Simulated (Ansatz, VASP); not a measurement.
# Two plane-wave programs on Te2Mo

```xyz
3
Lattice="3.4911 0.0000 0.0000 -1.7455 3.0234 0.0000 0.0000 0.0000 17.5264" Properties=species:S:1:pos:R:3 pbc="T T T"
Te    0.0000    2.0156   15.7231
Te    0.0000    2.0156    1.8033
Mo    0.0000    0.0000    0.0000
```

Alike in both runs: functional PBEsol; k mesh 12 × 12 × 2; occupations gaussian, width 0.02 eV; no spin polarisation.

Ansatz relaxed the structure, and its values are those at the end. VASP's run is a single point on that final structure, the one shown.

|  | VASP | Ansatz |
| --- | --- | --- |
| version | VASP 6.6.1 | Ansatz 0.2.0 |
| potentials or method | VASP PAW PBE potentials, release 64 (Te, Mo_sv) | scalar-relativistic, plane waves, PAW |
| plane-wave cutoff (eV) | 520 | 420 |
| valence electrons in the cell | 26 | 46 |

Ansatz gave:

- gap on the k mesh at the Fermi level (eV): 1.20
- least direct gap on the mesh (eV): 1.20
- rms of the force components (eV/Å): 0.000

**Question.** Estimate VASP's values.

**Answer.** gap on the k mesh at the Fermi level (eV): 1.20; least direct gap on the mesh (eV): 1.20; rms of the force components (eV/Å): 0.014.

The functional is the same, so the differences come from potentials, cutoffs and numerics. The two sets of potentials don't hold the same shells in valence.

Caveats: the PAW data sets were made with another functional, which shifts forces and pressure a little (VASP); spin-orbit coupling is left out, which moves the levels of the heavy elements. A hybrid or GW would open this gap; PBEsol tends to underestimate it.
